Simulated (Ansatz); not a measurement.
# Rb (Fm-3m) in Ansatz: reference runs

How does Rb come out in PBE? The cell is run as given and disturbed.

Everything below comes from runs of Ansatz 0.2.0. Logs are shortened: lines on timing, memory, paths and dates and some standing lists are left out, and cuts for length are marked.

**1. The structure**

It takes space group Fm-3m (No. 225, cubic). Conventional cell: a = 7.280 Å, b = 7.280 Å, c = 7.280 Å, α = 90.00°, β = 90.00°, γ = 90.00°.

This isn't the form of Rb at room conditions, which is bcc.

**2. Single point, PBE**

Input file input.yaml:

```yaml
crystal:
  lattice:
    - [0.0, 3.63988467, 3.63988467]
    - [3.63988467, 0.0, 3.63988467]
    - [3.63988467, 3.63988467, 0.0]
  atoms:
    - { symbol: Rb, position: [0.0, 0.0, 0.0] }
hamiltonian:
  xc: pbe
  pseudopotentials: { kind: paw }
kpoints:
  mp_grid: { grid: [6, 6, 6] }
scf:
  occupations: { method: fermi_dirac, width: 0.05 }
output:
  forces: true
  stress: true
  eigenvalues: true
```

Potentials or basis: Ansatz PAW.

Command:

```sh
> ansatz run input.yaml --threads 2 --pin off --max-ram 5120MiB --backend cpu --events-out ev --progress --plain --runs-dir out
```

The log of the run:

```text
Warning: RAYON_NUM_THREADS=2 ignored (pool sized by the plan → 2); use --threads N
Engine: ansatz 0.2.0, aarch64-unknown-linux-gnu
Pseudopotentials: kind: paw
Pseudopotential: Rb, paw, valence charge 9, recommended cutoff 420 eV (normal), Rb.paw.azcp
Functional definition: PBE
  parameter kappa = 0.804
  parameter beta = 0.06672455060314922
  exchange = pbe_x(kappa = kappa, mu = beta*pi^2/3)
  correlation = pbe_c(beta = beta)
Crystal: 1 atoms, lattice volume = 96.448 Å³
Basis set: ecut = 420 eV, 1893 PW (Γ), exchange–correlation on 72×72×72 points (8 copies of the dense FFT grid, shifted against one another)
Bands: 9, of which v1, the nominal top of the filled ones, is band 5 counted from 1 (4 counted from 0)
Symmetry: 48 space group operations
Space group: Fm-3m (ITA 225), of the structure as read, at distance tolerance 4.6e-5 Å
k-points: 16 of 216
Non-local potential: Rb, projectors of the file, l = 0: 3, l = 1: 2, l = 2: 2
PAW form: soft (Blöchl's): semilocal exchange-correlation on the pseudo side does not see the compensation charge
PAW one-centre angular grid: Rb, 110 points (default); XC on 64 Gauss nodes
Initial density: superposition of atomic densities (neutral atoms: chi_scale 0, normalization atom), corrected by the library's trained network
Initial wavefunctions: pseudopotential atomic-orbital guess
Functional: x = pbe(κ = 0.804, μ = 0.2195149727645171), c = pbe(β = 0.06672455060314922)
SCF iter   1: F=—  HF=-3267.343219 eV  |F-HF|=—  |Δ(HF+E_count)|=         —  Δρ=1.48e-4  dr2=1.48e-5  ethr=1.77e-3  ⟨swp⟩=7.4  Hψ=1198  notcnv=0
preconditioner: auto → none  [insulator: Δε(μ)=0.272 eV  Ē_g=3.412 eV  σ=0.050 eV  W_gap=0.79  n_scr=14 (ndim 8)  ℏωp=3.8 eV  f_vac=0.000  D(μ)=0.94/eV (n_scr^D=0)  ε∞_Penn≈2.2]
SCF iter   2: F=—  HF=-3267.344191 eV  |F-HF|=—  |Δ(HF+E_count)|=   9.72e-4  Δρ=1.05e-4  dr2=1.62e-5  ethr=1.65e-7  ⟨swp⟩=3.4  Hψ=428  notcnv=0
SCF iter   3: F=—  HF=-3267.344194 eV  |F-HF|=—  |Δ(HF+E_count)|=   3.41e-6  Δρ=4.16e-5  dr2=2.08e-6  ethr=1.65e-7  ⟨swp⟩=2.6  Hψ=204  notcnv=0
SCF iter   4: F=—  HF=-3267.344196 eV  |F-HF|=—  |Δ(HF+E_count)|=   1.60e-6  Δρ=1.15e-5  dr2=1.07e-7  ethr=2.31e-8  ⟨swp⟩=2.6  Hψ=204  notcnv=0
iter 5 did not close the SCF: its close was put off for the readings that it lacked (scf_convergence_deferred on its scf_iter line)
SCF iter   5: F=-3267.344196 eV  HF=-3267.344196 eV  |F-HF|=1.21e-9  |Δ(HF+E_count)|=   3.02e-8  Δρ=1.93e-6  dr2=3.09e-9  ethr=1.19e-9  ⟨swp⟩=2.2  Hψ=215  notcnv=0
SCF iter   6: F=-3267.344196 eV  HF=-3267.344196 eV  |F-HF|=8.64e-12  |Δ(HF+E_count)|=  9.82e-10  Δρ=2.33e-7  dr2=9.99e-11  ethr=3.43e-11  ⟨swp⟩=2.1  Hψ=463  notcnv=0
SCF 1 converged in 6 iterations: F = -3267.344196 eV  dr2 = 9.99e-11
SCF converged after 6 iterations
Free energy (F): -3267.344196 eV
Harris-Foulkes:  -3267.344196 eV  (|F-HF|=8.64e-12)
Internal energy: -3267.335844 eV  (E = F + TS)
E sigma→0 (E₀):  -3267.340020 eV
Entropy (-TS):   -0.008352 eV (-8.352 meV/atom)
Fermi energy:    1.649015 eV
--- Per-component energies (eV) ---
  E_band       = -121.248050
  E_kinetic    = 190.646991
  E_local      = -720.657946  (includes V_loc(G=0)·N_el)
  E_nonlocal   = 173.533110
  E_hartree    = 203.621960
  E_xc         = -129.172815
  E_vxc        = -135.047736  (∫ρ·V_xc dr)
  E_paw        = -2618.011751  (= ΣΔE_a)
  E_vpaw       = -36.966553  (= ΣTr[D̂ρ^β])
  E_aug_tail   = -0.000001  (compensation charges beyond the density's cutoff)
  E_ewald      = -367.295392
  E_smearing   = -0.008352  (= −TS)
  E_closure    = -0.000000  (closes the sum)
  Σ components = -3267.344196   (vs F -3267.344196, Δ=0.00e0)
--- Forces (eV/Å), atoms counted from 1 ---
  atom   1  Rb    -0.00000000    -0.00000000    -0.00000000
  max |Σ_I F_I| component: 4.72e-32 eV/Å
--- Stress (GPa, compression-positive) ---
       -0.119770       0.000000      -0.000000
        0.000000      -0.119770       0.000000
        0.000000      -0.000000      -0.119770
  P = ⅓ Tr σ = -0.1198 GPa (-1.198 kbar)
--- Band table (eV; the first three rows and the last of 16) ---
  k-point 0: bands = ["-27.2224", "-11.2707", "-11.2707", "-11.2707", "-0.1895", "5.2474", "5.2474", "5.2474", "6.5255"]
  k-point 1: bands = ["-27.2217", "-11.2901", "-11.2734", "-11.2734", "0.1009", "4.5463", "5.3339", "5.3339", "6.2996"]
  k-point 2: bands = ["-27.2203", "-11.3284", "-11.2787", "-11.2787", "0.9059", "3.3746", "5.1880", "5.1880", "6.6685"]
  k-point 15: bands = ["-27.2187", "-11.3319", "-11.3099", "-11.2993", "2.6980", "3.1177", "3.3525", "4.4471", "6.5456"]
```

It took 0.82 s on 2 threads of Arm Neoverse V1, shared host; peak memory 0.29 GiB.

What came out:

```yaml
Free_energy: -3267.3442 eV
Pressure: -0.1 GPa
Band_gap_on_the_k_mesh: none (metal or under the smearing width)
```

**3. Single point, PBE (cell strained at random at fixed volume)**

Input file input.yaml:

```yaml
crystal:
  lattice:
    - [-0.033689, 3.680413, 3.619351]
    - [3.592067, -0.014066, 3.599728]
    - [3.603468, 3.672191, -0.025467]
  atoms:
    - { symbol: Rb, position: [0.004225, 0.004816, -0.008602] }
hamiltonian:
  xc: pbe
  pseudopotentials: { kind: paw }
kpoints:
  mp_grid: { grid: [6, 6, 6] }
scf:
  occupations: { method: fermi_dirac, width: 0.05 }
output:
  forces: true
  stress: true
  eigenvalues: true
```

Potentials or basis: Ansatz PAW.

Command:

```sh
> ansatz run input.yaml --threads 2 --pin off --max-ram 5120MiB --backend cpu --events-out ev --progress --plain --runs-dir out
```

Run time: 2.8 s. Hardware: 2 threads of Arm Neoverse V1, shared host; peak memory 0.39 GiB.

It converged, with:

```yaml
Free_energy: -3267.3440 eV
Pressure: -0.1 GPa
Band_gap_on_the_k_mesh: none (metal or under the smearing width)
```

Levels at points of the mesh, in eV from the Fermi level:
```
              k point  band 2  band 3  band 4  band 5  band 6  band 7  band 8  band 9
   (0.00, 0.00, 0.00)  -12.92  -12.92  -12.92   -1.84    3.55    3.58    3.66    4.81
  (0.00, 0.00, -0.50)  -13.00  -12.93  -12.93    0.19    0.67    3.32    3.48    5.40
  (0.00, -0.50, 0.00)  -13.00  -12.93  -12.93    0.20    0.69    3.37    3.41    5.39
 (0.00, -0.50, -0.50)  -13.00  -12.95  -12.95    0.73    1.43    1.88    4.30    4.33
  (-0.50, 0.00, 0.00)  -13.00  -12.93  -12.93    0.17    0.66    3.34    3.49    5.40
 (-0.50, 0.00, -0.50)  -12.99  -12.95  -12.95    0.67    1.32    1.92    4.35    4.49
 (-0.50, -0.50, 0.00)  -12.99  -12.95  -12.95    0.72    1.42    1.88    4.29    4.36
(-0.50, -0.50, -0.50)  -13.00  -12.94  -12.93    0.22    0.71    3.34    3.40    5.39
```
